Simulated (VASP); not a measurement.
# BaTiO3 (Pm-3m) in VASP: a series of runs, part 2 of 2

VASP 6.6.1.

## Step 4: Relaxation of cell and atoms, PBE

Input file INCAR:

```
PREC = Accurate
ENCUT = 300
EDIFF = 1E-6
ISMEAR = 0
SIGMA = 0.03
LREAL = False
LASPH = True
NELM = 80
ALGO = Normal
ISIF = 3
LWAVE = False
LCHARG = False
GGA = PE
IBRION = 2
NSW = 90
EDIFFG = -0.01
```

Input file KPOINTS:

```
regular mesh
0
Gamma
  4 4 4
```

Input file POSCAR:

```
BaTiO3
1.0
    4.0060000000      0.0000000000      0.0000000000
    0.0000000000      4.0060000000      0.0000000000
    0.0000000000      0.0000000000      4.0060000000
Ba Ti O
1 1 3
Direct
    0.5000000000      0.5000000000      0.5000000000
    0.0000000000      0.0000000000      0.0000000000
    0.5000000000      0.0000000000      0.0000000000
    0.0000000000      0.5000000000      0.0000000000
    0.0000000000      0.0000000000      0.5000000000
```

Potentials or basis: VASP PAW PBE potentials, release 64 (Ba_sv, Ti_sv, O_s).

Run with:

```console
cat potpaw_PBE.64/Ba_sv/POTCAR potpaw_PBE.64/Ti_sv/POTCAR potpaw_PBE.64/O_s/POTCAR > POTCAR
mpirun -np 1 vasp_std > vasp.out
```

OUTCAR:

```text
PREC = Accurate
   ENCUT = 300
   EDIFF = 1E-6
   ISMEAR = 0
   LREAL = False
   LASPH = True
   NELM = 80
   ISIF = 3
   GGA = PE
   IBRION = 2
   NSW = 90
   EDIFFG = -0.01

 ion  position               nearest neighbor table
   1  0.500  0.500  0.500-   3 2.83   4 2.83   5 2.83   3 2.83   4 2.83   3 2.83   5 2.83   3 2.83
                             4 2.83   5 2.83   4 2.83   5 2.83   2 3.47   2 3.47   2 3.47   2 3.47
   2  0.000  0.000  0.000-   3 2.00   4 2.00   5 2.00   5 2.00   4 2.00   3 2.00   1 3.47   1 3.47
                             1 3.47   1 3.47   1 3.47   1 3.47   1 3.47   1 3.47
   3  0.500  0.000  0.000-   2 2.00   2 2.00   1 2.83   1 2.83   1 2.83   1 2.83
   4  0.000  0.500  0.000-   2 2.00   2 2.00   1 2.83   1 2.83   1 2.83   1 2.83
   5  0.000  0.000  0.500-   2 2.00   2 2.00   1 2.83   1 2.83   1 2.83   1 2.83

  LATTYP: Found a simple cubic cell.
 ALAT       =     4.0060000000

  Lattice vectors:

 A1 = (   4.0060000000,   0.0000000000,   0.0000000000)
 A2 = (   0.0000000000,   4.0060000000,   0.0000000000)
 A3 = (   0.0000000000,   0.0000000000,   4.0060000000)

Analysis of symmetry for initial positions (statically):
=====================================================================
 Subroutine PRICEL returns:
 Original cell was already a primitive cell.

 Routine SETGRP: Setting up the symmetry group for a
 simple cubic supercell.

 Subroutine GETGRP returns: Found 48 space group operations
 (whereof 48 operations were pure point group operations)
 out of a pool of 48 trial point group operations.

The static configuration has the point symmetry O_h .

Analysis of symmetry for dynamics (positions and initial velocities):
=====================================================================
 Subroutine PRICEL returns:
 Original cell was already a primitive cell.

 Routine SETGRP: Setting up the symmetry group for a
 simple cubic supercell.

 Subroutine GETGRP returns: Found 48 space group operations
 (whereof 48 operations were pure point group operations)
 out of a pool of 48 trial point group operations.

[... 104 lines left out ...]
   EMIN   =  10.00;   EMAX   =-10.00  energy-range for DOS
   EFERMI =   0.00;   METHOD = LEGACY
   ISMEAR =     0;   SIGMA  =   0.03  broadening in eV -4-tet -1-fermi 0-gaus
   EFERMI_NEDOS =   21; number of points for ismear=-14 and -15
   IALGO  =     38    algorithm
   IMIX   =      4    mixing-type and parameters
     AMIX     =   0.40;   BMIX     =  1.00
     AMIX_MAG =   1.60;   BMIX_MAG =  1.00
  volume/ion in A,a.u.               =      12.86        86.77
  Fermi-wavevector in a.u.,A,eV,Ry     =   1.397603  2.641087 26.576187  1.953295
  Thomas-Fermi vector in A             =   2.520843
   LORBIT       =      0    0 simple, 1 ext, 2 COOP (PROOUT), +10 PAW based schemes
   GGA     = PE    functional components
   LHFCALC =     F    Hartree Fock is set to
   AEXX    =    0.0000 exact exchange contribution
   IVDW    =     0    specifies the selected vdW correction
   LEPSILON=     F    determine dielectric tensor
   LRPA    =     F    only Hartree local field effects (RPA)
 conjugate gradient relaxation of ions
 non-spin polarized calculation
 Gauss-broadening in eV      SIGMA  =   0.03
  energy-cutoff  :      300.00
  volume of cell :       64.29
 maximum number of plane-waves:       770
 NGX is ok and might be reduce to    24
   NGX = 11   NGY = 11   NGZ = 11

--------------------------------------- Ionic step        1  -------------------------------------------

 number of electron      39.9999998 magnetization

 Free energy of the ion-electron system (eV)
  ---------------------------------------------------
  ext. energy  EPLUGINS =         0.00000000
  ---------------------------------------------------
  free energy    TOTEN  =       -39.94254412 eV

  energy without entropy =      -39.94254412  energy(sigma->0) =      -39.94254412

------------------------ aborting loop because EDIFF is reached ----------------------------------------

  FORCE on cell =-STRESS in cart. coord.  units (eV):
  Direction    XX          YY          ZZ          XY          YZ          ZX
  --------------------------------------------------------------------------------------
  -------------------------------------------------------------------------------------
  Total        0.9214123      0.9214123      0.9214123     -0.0000000      0.0000000     -0.0000000
  in kB       22.9631641     22.9631641     22.9631641     -0.0000000      0.0000000     -0.0000000
  external PRESSURE =      22.9631641 kB  Pullay stress =       0.0000000 kB
[... 65 lines left out ...]
--------------------------------------- Ionic step        3  -------------------------------------------

 number of electron      40.0000027 magnetization

 Free energy of the ion-electron system (eV)
  ---------------------------------------------------
  ext. energy  EPLUGINS =         0.00000000
  ---------------------------------------------------
  free energy    TOTEN  =       -39.94802418 eV

  energy without entropy =      -39.94802418  energy(sigma->0) =      -39.94802418

 E-fermi :   4.3215     XC(G=0): -11.1890

 val. band max:        3.9914710800   @ k =   0.5000   0.5000   0.5000
 cond. band min:       5.6862209260   @ k =   0.0000   0.0000   0.0000
 fundamental gap:      1.6947498460
 Fermi energy:         4.3215394600

 k-point     1 :       0.0000    0.0000    0.0000
  band No.  band energies     occupation
      1     -52.7061      2.00000
      2     -28.9383      2.00000
      3     -28.9383      2.00000
      4     -28.9383      2.00000
      5     -20.8615      2.00000
      6     -12.8533      2.00000
[... 291 lines left out ...]
  FREE ENERGIE OF THE ION-ELECTRON SYSTEM (eV)
  ---------------------------------------------------
  free  energy   TOTEN  =       -39.9480241772 eV

  energy  without entropy=      -39.9480241772  energy(sigma->0) =      -39.94802418

 reached required accuracy - stopping structural energy minimisation
```

OSZICAR:

```text
N       E                     dE             d eps       ncg     rms          rms(c)
DAV:   1     0.322304975767E+03    0.32230E+03   -0.15375E+04   480   0.121E+03
DAV:   2    -0.329828186210E+02   -0.35529E+03   -0.35138E+03   600   0.405E+02
DAV:   3    -0.502201458659E+02   -0.17237E+02   -0.17226E+02   632   0.102E+02
[... 29 lines left out ...]
DAV:   5    -0.399477575702E+02   -0.15520E-03   -0.17634E-03   712   0.306E-01    0.767E-02
DAV:   6    -0.399479474793E+02   -0.18991E-03   -0.50534E-04   664   0.139E-01    0.726E-02
DAV:   7    -0.399480237368E+02   -0.76258E-04   -0.12738E-04   592   0.838E-02    0.750E-03
DAV:   8    -0.399480239379E+02   -0.20109E-06   -0.13959E-05   632   0.220E-02    0.756E-03
DAV:   9    -0.399480241772E+02   -0.23935E-06   -0.78540E-07   320   0.815E-03
   3 F= -.39948024E+02 E0= -.39948024E+02  d E =-.548006E-02
```

CONTCAR:

```text
BaTiO3
   1.00000000000000
     4.0220786043731778   -0.0000000000000000   -0.0000000000000000
    -0.0000000000000000    4.0220786043731778   -0.0000000000000000
     0.0000000000000000    0.0000000000000000    4.0220786043731778
  Ba              Ti              O
     1     1     3
Direct
     0.5000000000000000    0.5000000000000000    0.5000000000000000
     0.0000000000000000    0.0000000000000000    0.0000000000000000
     0.5000000000000000    0.0000000000000000    0.0000000000000000
     0.0000000000000000    0.5000000000000000    0.0000000000000000
     0.0000000000000000    0.0000000000000000    0.5000000000000000

  0.00000000E+00  0.00000000E+00  0.00000000E+00
  0.00000000E+00  0.00000000E+00  0.00000000E+00
  0.00000000E+00  0.00000000E+00  0.00000000E+00
  0.00000000E+00  0.00000000E+00  0.00000000E+00
  0.00000000E+00  0.00000000E+00  0.00000000E+00
```

Run time: 15 s. Hardware: 1 thread of Intel Xeon Platinum 8559C (Emerald Rapids), shared host; peak memory 0.14 GiB.

These settings aren't checked as converged: the numbers below hold their error.

Results:

| Property | Result |
| --- | --- |
| Free energy | -39.9480 eV |
| Relaxed volume | 13.01 Å³/atom |
| Relaxed cell | a = 4.022 Å, b = 4.022 Å, c = 4.022 Å, α = 90.00°, β = 90.00°, γ = 90.00° |
| Space group after relaxing (to 0.05 Å) | Pm-3m (No. 221) |
| Energy gained by relaxing | 1.1 meV/atom |
| Ionic steps | 3 |
| Band gap on the k mesh | 1.69 eV, indirect (least direct gap 1.86 eV) |

Caveat: the cutoff is under 1.25 times the usual one of these potentials, so pressure, stress and relaxed cells hold a basis-set (Pulay) error; spin-orbit coupling is left out, which moves the levels of the heavy elements.
